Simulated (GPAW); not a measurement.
Set up this calculation in GPAW 26.7.0, as an ASE script.

```
Task                : optical spectrum
Functional          : PBE
Potentials or basis : GPAW PAW data sets (gpaw-data 1.2.1)
Cutoff              : 400 eV
Basis               : pw
k mesh              : 10 × 10 × 10
Occupations         : fermi-dirac, width 0.05 eV
Spin                : no spin polarisation
Eta                 : 0.1 eV
Response ecut       : 50 eV
Scissors            : 0 eV
Kernel              : RPA
Maxiter             : 150
Response k mesh     : 32 × 32 × 32
Domega0             : 0.05 eV
Omega2              : 10 eV
Response bands      : 16
Directions          : ["x"]
Intraband           : yes
```

The system is Cu.

```
CELL_PARAMETERS angstrom
0.00000 1.80750 1.80750
1.80750 0.00000 1.80750
1.80750 1.80750 0.00000
ATOMIC_POSITIONS crystal
Cu 0.00000 0.00000 0.00000
```

These files were run (other wordings do the same):

run.py

```python
from ase import Atoms
from ase.dft.bandgap import bandgap
from ase.io import write
from gpaw import GPAW, PW
from gpaw.response.df import DielectricFunction

atoms = Atoms(['Cu'],
              cell=[[0.0, 1.8075, 1.8075],
                    [1.8075, 0.0, 1.8075],
                    [1.8075, 1.8075, 0.0]],
              scaled_positions=[[0.0, 0.0, 0.0]],
              pbc=True)

calc = GPAW(mode=PW(400),
            xc='PBE',
            kpts={'size': (10, 10, 10), 'gamma': True},
            occupations={'name': 'fermi-dirac', 'width': 0.05},
            nbands=14,
            convergence={'density': 1e-06},
            maxiter=150,
            txt='gpaw.txt')
atoms.calc = calc
energy = atoms.get_potential_energy()
calc.write('gs.gpw')
write('result.traj', atoms)
print(f'Energy: {energy:.6f} eV')
print('Fermi level:', round(calc.get_fermi_level(), 4), 'eV')
print(f'Gap: {bandgap(calc)[0]:.4f} eV, direct: {bandgap(calc, direct=True)[0]:.4f} eV')

dense = calc.fixed_density(kpts={'size': (32, 32, 32), 'gamma': True},
                           nbands=22, convergence={'bands': 16, 'eigenstates': 1e-7},
                           update_fermi_level=True, txt='dense.txt')
dense.write('dense.gpw', mode='all')

df = DielectricFunction('dense.gpw', frequencies={'type': 'nonlinear', 'domega0': 0.05, 'omega2': 10},
                        eta=0.1, ecut=50, nbands=16, rate='eta', txt='df.txt')
for direction in ['x']:
    df.get_dielectric_function(xc='RPA', direction=direction, filename=f'df_{direction}.csv')
```

Potentials or basis: GPAW PAW data sets (gpaw-data 1.2.1), pw.

Launch:

```bash
$ OMP_NUM_THREADS=1 python run.py
```

It gave:

```json
{
  "Band gap on the k mesh": "none (metal or under the smearing width)"
}
```

Caveat: the intraband term hangs on this k mesh; the long-wavelength limit can be off by several per cent where d states take part; independent-particle spectra lack excitons.

Wall time 69 s on 1 thread of Arm Neoverse V2 (shared host), peak memory 0.37 GiB.
